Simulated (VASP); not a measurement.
# Pd (Fm-3m) in VASP: notebook

Aim: see how the results for Pd move with the level of theory and the settings. Levels: r2SCAN, LDA. Tasks: relaxation of cell and atoms.

All numbers are computed with VASP 6.6.1; they aren't measurements. Logs are shortened: lines on timing, memory, paths and dates and some standing lists are left out, and cuts for length are marked.

### 1 The crystal as given

The structure is cubic, space group Fm-3m (No. 225). Conventional cell: a = 3.893 Å, b = 3.893 Å, c = 3.893 Å, α = 90.00°, β = 90.00°, γ = 90.00°. Pd (site symmetry m-3m) is surrounded by 12 Pd at 2.75 Å.

### 2 Relaxation of cell and atoms, r2SCAN

INCAR reads:

```
PREC = Accurate
ENCUT = 600
EDIFF = 1E-6
ISMEAR = 1
SIGMA = 0.1
LREAL = F
LASPH = T
NELM = 80
ALGO = Normal
ISIF = 3
LWAVE = F
LCHARG = F
METAGGA = R2SCAN
LMIXTAU = T
IBRION = 2
NSW = 90
EDIFFG = -0.01
```

KPOINTS reads:

```
regular mesh
0
Gamma
  16 16 16
```

POSCAR reads:

```
Pd
1.0
    0.0000000000      1.9465000000      1.9465000000
    1.9465000000      0.0000000000      1.9465000000
    1.9465000000      1.9465000000      0.0000000000
Pd
1
Direct
    0.0000000000      0.0000000000      0.0000000000
```

Potentials or basis: VASP PAW PBE potentials, release 64 (Pd).

On the command line:

```bash
$ cat potpaw_PBE.64/Pd/POTCAR > POTCAR
$ mpirun -np 1 vasp_std > vasp.out
```

OUTCAR:

```text
PREC = Accurate
   ENCUT = 600
   EDIFF = 1E-6
   ISMEAR = 1
   LREAL = F
   LASPH = T
   NELM = 80
   ISIF = 3
   METAGGA = R2SCAN
   IBRION = 2
   NSW = 90
   EDIFFG = -0.01

 ion  position               nearest neighbor table
   1  0.000  0.000  0.000-

  LATTYP: Found a face centered cubic cell.
 ALAT       =     3.8930000000

  Lattice vectors:

 A1 = (   0.0000000000,   1.9465000000,   1.9465000000)
 A2 = (   1.9465000000,   0.0000000000,   1.9465000000)
 A3 = (   1.9465000000,   1.9465000000,   0.0000000000)

Analysis of symmetry for initial positions (statically):
=====================================================================
 Subroutine PRICEL returns:
 Original cell was already a primitive cell.

 Routine SETGRP: Setting up the symmetry group for a
 face centered cubic supercell.

 Subroutine GETGRP returns: Found 48 space group operations
 (whereof 48 operations were pure point group operations)
 out of a pool of 48 trial point group operations.

The static configuration has the point symmetry O_h .

Analysis of symmetry for dynamics (positions and initial velocities):
=====================================================================
 Subroutine PRICEL returns:
 Original cell was already a primitive cell.

 Routine SETGRP: Setting up the symmetry group for a
 face centered cubic supercell.

 Subroutine GETGRP returns: Found 48 space group operations
 (whereof 48 operations were pure point group operations)
 out of a pool of 48 trial point group operations.

The dynamic configuration has the point symmetry O_h .

 Subroutine INISYM returns: Found 48 space group operations
 (whereof 48 operations are pure point group operations),
 and found     1 'primitive' translations

----------------------------------------------------------------------------------------

                                     Primitive cell

  volume of cell :      14.7500

  direct lattice vectors                    reciprocal lattice vectors
     0.000000000  1.946500000  1.946500000    -0.256871307  0.256871307  0.256871307
     1.946500000  0.000000000  1.946500000     0.256871307 -0.256871307  0.256871307
     1.946500000  1.946500000  0.000000000     0.256871307  0.256871307 -0.256871307

  length of vectors
     2.752766699  2.752766699  2.752766699     0.444914156  0.444914156  0.444914156

  position of ions in fractional coordinates (direct lattice)
     0.000000000  0.000000000  0.000000000

  ion indices of the primitive-cell ions
   primitive index   ion index
                 1           1

----------------------------------------------------------------------------------------

 KPOINTS: regular mesh

Automatic generation of k-mesh.
 Grid dimensions read from file:
 generate k-points for:   16   16   16

 Generating k-lattice:

  Cartesian coordinates                     Fractional coordinates (reciprocal lattice)
    -0.016054457  0.016054457  0.016054457     0.062500000  0.000000000  0.000000000
     0.016054457 -0.016054457  0.016054457     0.000000000  0.062500000  0.000000000
     0.016054457  0.016054457 -0.016054457     0.000000000  0.000000000  0.062500000

  Length of vectors
     0.027807135  0.027807135  0.027807135

  Shift w.r.t. Gamma in fractional coordinates (k-lattice)
     0.000000000  0.000000000  0.000000000

 Subroutine IBZKPT returns following result:
 ===========================================

 Found    145 irreducible k-points:

 Following reciprocal coordinates:
            Coordinates               Weight
  0.000000  0.000000  0.000000      1.000000
  0.062500  0.000000  0.000000      8.000000
  0.125000  0.000000  0.000000      8.000000
  0.187500  0.000000  0.000000      8.000000
  0.250000  0.000000  0.000000      8.000000
  0.312500  0.000000  0.000000      8.000000
[... 16 lines left out ...]
 -0.125000  0.062500  0.000000     24.000000
 -0.062500  0.062500  0.000000     12.000000
 [... further k-points ...]
   k-points           NKPTS =    145   k-points in BZ     NKDIM =    145   number of bands    NBANDS=      9
   number of dos      NEDOS =    301   number of ions     NIONS =      1
   total plane-waves  NPLWV =  13824
   dimension x,y,z NGX =    24 NGY =   24 NGZ =   24
   dimension x,y,z NGXF=    48 NGYF=   48 NGZF=   48
   ions per type =               1
   NGX,Y,Z   is equivalent  to a cutoff of  14.49, 14.49, 14.49 a.u.
   NGXF,Y,Z  is equivalent  to a cutoff of  28.99, 28.99, 28.99 a.u.
 SYSTEM =  unknown system
   PREC   = accura    normal or accurate (medium, high low for compatibility)
   ISTART =      0    job   : 0-new  1-cont  2-samecut
   ICHARG =      2    charge: 1-file 2-atom 10-const
   ISPIN  =      1    spin polarized calculation?
   LNONCOLLINEAR =      F non collinear calculations
   LSORBIT =      F    spin-orbit coupling
   LASPH  =      T    aspherical Exc in radial PAW
   ENCUT  =  600.0 eV  44.10 Ry    6.64 a.u.   5.50  5.50  5.50*2*pi/ulx,y,z
   NELM   =     80;   NELMIN=  2; NELMDL= -5     # of ELM steps
   EDIFF  = 0.1E-05   stopping-criterion for ELM
   LREAL  =      F    real-space projection
   EDIFFG = -.1E-01   stopping-criterion for IOM
   NSW    =     90    number of steps for IOM
   IBRION =      2    ionic relax: 0-MD 1-quasi-New 2-CG
   NFREE  =      1    steps in history (QN), initial steepest desc. (CG)
   ISIF   =      3    stress and relaxation
   ISYM   =      2    0-nonsym 1-usesym 2-fastsym
   POTIM  = 0.5000    time-step for ionic-motion
   TEBEG  =    0.0;   TEEND  =   0.0 temperature during run
   PSTRESS=    0.0 pullay stress
   NELECT =      10.0000    total number of electrons
   NUPDOWN=      -1.0000    fix difference up-down
   EMIN   =  10.00;   EMAX   =-10.00  energy-range for DOS
   EFERMI =   0.00;   METHOD = LEGACY
   ISMEAR =     1;   SIGMA  =   0.10  broadening in eV -4-tet -1-fermi 0-gaus
   EFERMI_NEDOS =   21; number of points for ismear=-14 and -15
   IALGO  =     38    algorithm
   IMIX   =      4    mixing-type and parameters
     AMIX     =   0.40;   BMIX     =  1.00
     AMIX_MAG =   1.60;   BMIX_MAG =  1.00
  volume/ion in A,a.u.               =      14.75        99.54
  Fermi-wavevector in a.u.,A,eV,Ry     =   1.438171  2.717748 28.141404  2.068335
  Thomas-Fermi vector in A             =   2.557167
   LORBIT       =      0    0 simple, 1 ext, 2 COOP (PROOUT), +10 PAW based schemes
   METAGGA = R2SCAN    functional components
   LHFCALC =     F    Hartree Fock is set to
   AEXX    =    0.0000 exact exchange contribution
   IVDW    =     0    specifies the selected vdW correction
   LEPSILON=     F    determine dielectric tensor
   LRPA    =     F    only Hartree local field effects (RPA)
 conjugate gradient relaxation of ions
 non-spin polarized calculation
 Methfessel and Paxton  Order N= 1 SIGMA  =   0.10
  energy-cutoff  :      600.00
  volume of cell :       14.75
 maximum number of plane-waves:       531
 NGX is ok and might be reduce to    24
   NGX = 11   NGY = 11   NGZ = 11

--------------------------------------- Ionic step        1  -------------------------------------------

 number of electron      10.0000000 magnetization

 number of electron       9.9999999 magnetization

 Free energy of the ion-electron system (eV)
  ---------------------------------------------------
  ext. energy  EPLUGINS =         0.00000000
  ---------------------------------------------------
  free energy    TOTEN  =       -22.94454137 eV

  energy without entropy =      -22.94420190  energy(sigma->0) =      -22.94442821

------------------------ aborting loop because EDIFF is reached ----------------------------------------

  FORCE on cell =-STRESS in cart. coord.  units (eV):
  Direction    XX          YY          ZZ          XY          YZ          ZX
  --------------------------------------------------------------------------------------
  -------------------------------------------------------------------------------------
  Total        0.2705708      0.2705708      0.2705708      0.0000000      0.0000000      0.0000000
  in kB       29.3899155     29.3899155     29.3899155      0.0000000      0.0000000      0.0000000
  external PRESSURE =      29.3899155 kB  Pullay stress =       0.0000000 kB

 VOLUME and BASIS-vectors are now :
 -----------------------------------------------------------------------------
  energy-cutoff  :      600.00
  volume of cell :       14.75
      direct lattice vectors                 reciprocal lattice vectors
     0.000000000  1.946500000  1.946500000    -0.256871307  0.256871307  0.256871307
     1.946500000  0.000000000  1.946500000     0.256871307 -0.256871307  0.256871307
     1.946500000  1.946500000  0.000000000     0.256871307  0.256871307 -0.256871307
[... 36 lines left out ...]
 POSITION                                       TOTAL-FORCE (eV/Angst)
 -----------------------------------------------------------------------------------
      0.00000      0.00000      0.00000        -0.000000      0.000000      0.000000
 -----------------------------------------------------------------------------------
    total drift:                               -0.000000      0.000000     -0.000000

  FREE ENERGIE OF THE ION-ELECTRON SYSTEM (eV)
  ---------------------------------------------------
  free  energy   TOTEN  =       -22.9416244941 eV

  energy  without entropy=      -22.9410335122  energy(sigma->0) =      -22.94142750

--------------------------------------- Ionic step        3  -------------------------------------------

 number of electron       9.9999999 magnetization

 Free energy of the ion-electron system (eV)
  ---------------------------------------------------
  ext. energy  EPLUGINS =         0.00000000
  ---------------------------------------------------
  free energy    TOTEN  =       -22.94651635 eV

  energy without entropy =      -22.94607998  energy(sigma->0) =      -22.94637089

 E-fermi :   9.3718     XC(G=0): -14.0163

 val. band max:        9.3567792568   @ k =   0.5000   0.1250   0.0000
 cond. band min:       9.3755383772   @ k =  -0.3125   0.3750   0.1875
 fundamental gap:      0.0187591204
 Fermi energy:         9.3717516069

 k-point     1 :       0.0000    0.0000    0.0000
  band No.  band energies     occupation
      1       2.2918      2.00000
      2       6.5191      2.00000
      3       6.5191      2.00000
      4       6.5191      2.00000
      5       8.0908      2.00000
      6       8.0908      2.00000
      7      27.3732      0.00000
      8      31.9011      0.00000
      9      32.2705      0.00000

 k-point     2 :       0.0625    0.0000    0.0000
  band No.  band energies     occupation
      1       2.4370      2.00000
      2       6.4689      2.00000
      3       6.5690      2.00000
      4       6.5690      2.00000
      5       8.0676      2.00000
      6       8.0676      2.00000
      7      27.5179      0.00000
      8      31.2871      0.00000
      9      31.9302      0.00000
[... 253 lines left out ...]
 k-point    24 :      -0.0625    0.0625    0.0000
  band No.  band energies     occupation
      1       2.6729      2.00000
      2       6.3718      2.00000
      3       6.6378      2.00000
      4       6.6765      2.00000
      5       7.9572      2.00000
      6       8.1168      2.00000
      7      27.7235      0.00000
      8      30.3757      0.00000
      9      31.9437      0.00000

 [... further k-points ...]
[... 5 lines left out ...]
  --------------------------------------------------------------------------------------
  -------------------------------------------------------------------------------------
  Total        0.0047760      0.0047760      0.0047760      0.0000000      0.0000000      0.0000000
  in kB        0.5110535      0.5110535      0.5110535      0.0000000      0.0000000      0.0000000
  external PRESSURE =       0.5110535 kB  Pullay stress =       0.0000000 kB

 VOLUME and BASIS-vectors are now :
 -----------------------------------------------------------------------------
  energy-cutoff  :      600.00
  volume of cell :       14.97
      direct lattice vectors                 reciprocal lattice vectors
     0.000000000  1.956263990  1.956263990    -0.255589226  0.255589226  0.255589226
     1.956263990 -0.000000000  1.956263990     0.255589226 -0.255589226  0.255589226
     1.956263990  1.956263990  0.000000000     0.255589226  0.255589226 -0.255589226

 POSITION                                       TOTAL-FORCE (eV/Angst)
 -----------------------------------------------------------------------------------
      0.00000      0.00000      0.00000         0.000000      0.000000      0.000000
 -----------------------------------------------------------------------------------
    total drift:                               -0.000000     -0.000000     -0.000000

  FREE ENERGIE OF THE ION-ELECTRON SYSTEM (eV)
  ---------------------------------------------------
  free  energy   TOTEN  =       -22.9465163460 eV

  energy  without entropy=      -22.9460799816  energy(sigma->0) =      -22.94637089

 reached required accuracy - stopping structural energy minimisation
```

Wall time 74 s (1 thread of Intel Xeon 6975P-C (Granite Rapids), shared host); peak memory 0.17 GiB.

Results:

```yaml
Free_energy: -22.9465 eV
Relaxed_volume: 14.97 Å³/atom
Relaxed_cell: a = 2.767 Å, b = 2.767 Å, c = 2.767 Å, α = 60.00°, β = 60.00°, γ = 60.00°
Space_group_after_relaxing_to_0.05_Å: Fm-3m (No. 225)
Energy_gained_by_relaxing: 2.0 meV/atom
Ionic_steps: 3
Pressure_after_relaxing: 0.1 GPa
Band_gap_on_the_k_mesh: none (metal or under the smearing width)
```

Step by step:
| step | energy change (eV) | largest force (eV/Å) | pressure (GPa) | volume (Å³) |
| --- | --- | --- | --- | --- |
| 1 | 0.0000 | 0.0000 | 2.94 | 14.75 |
| 2 | 0.0029 | 0.0000 | -4.21 | 15.34 |
| 3 | -0.0020 | 0.0000 | 0.05 | 14.97 |

Final structure:
```xyz
1
Lattice="0.0000 1.9563 1.9563 1.9563 0.0000 1.9563 1.9563 1.9563 0.0000" Properties=species:S:1:pos:R:3 pbc="T T T"
Pd    0.0000    0.0000    0.0000
```

Levels at points of the mesh, in eV from the Fermi level:
```csv
k point,band 3,band 4,band 5,band 6,band 7,band 8
"(0.00, 0.00, 0.00)",-2.85,-2.85,-1.28,-1.28,18.00,22.53
"(0.50, 0.00, 0.00)",-2.92,-0.04,-0.04,1.31,7.58,17.39
"(0.50, 0.50, 0.00)",-0.10,0.30,0.30,3.65,11.14,13.83
```

Caveat: the PAW data sets were made with another functional, which shifts forces and pressure a little.

### 3 Relaxation of cell and atoms, r2SCAN

This run uses another cell than the first one, of 14.97 Å³/atom, 1.015 times its volume.

INCAR, as its differences from that of step 2:

```diff
@@ -2,3 +2,3 @@
 ENCUT = 600
-EDIFF = 1E-6
+EDIFF = 1E-7
 ISMEAR = 1
@@ -16,2 +16,2 @@
 NSW = 90
-EDIFFG = -0.01
+EDIFFG = -0.005
```

KPOINTS is that of step 2.

POSCAR reads:

```
Pd                                      
1.0
    0.0000000000      1.9562639900      1.9562639900
    1.9562639900     -0.0000000000      1.9562639900
    1.9562639900      1.9562639900      0.0000000000
  Pd            
     1
Direct
     0.0000000000000000    0.0000000000000000    0.0000000000000000
```

Potentials or basis: VASP PAW PBE potentials, release 64 (Pd).

On the command line:

```bash
$ cat potpaw_PBE.64/Pd/POTCAR > POTCAR
$ mpirun -np 1 vasp_std > vasp.out
```

Run time: 34 s. Hardware: 1 thread of Intel Xeon 6975P-C (Granite Rapids), shared host; peak memory 0.17 GiB.

Results (log left out):

```
Free energy             : -22.9466 eV
Pressure after relaxing : 0.0 GPa
Band gap on the k mesh  : none (metal or under the smearing width)
```

Final structure:
```
CELL_PARAMETERS angstrom
0.00000 1.95626 1.95626
1.95626 0.00000 1.95626
1.95626 1.95626 0.00000
ATOMIC_POSITIONS crystal
Pd 0.00000 0.00000 0.00000
```

Levels at points of the mesh, in eV from the Fermi level:
| k point | band 2 | band 3 | band 4 | band 5 | band 6 | band 7 | band 8 | band 9 |
| --- | --- | --- | --- | --- | --- | --- | --- | --- |
| (0.00, 0.00, 0.00) | -2.85 | -2.85 | -2.85 | -1.28 | -1.28 | 18.00 | 22.53 | 22.90 |
| (0.50, 0.00, 0.00) | -2.92 | -2.92 | -0.04 | -0.04 | 1.31 | 7.58 | 17.39 | 21.97 |
| (0.50, 0.50, 0.00) | -5.15 | -0.10 | 0.30 | 0.30 | 3.65 | 11.14 | 13.83 | 13.83 |

Caveat: the relaxation stopped at its first step, so nothing moved; the PAW data sets were made with another functional, which shifts forces and pressure a little.

[end of part 1 of 2]
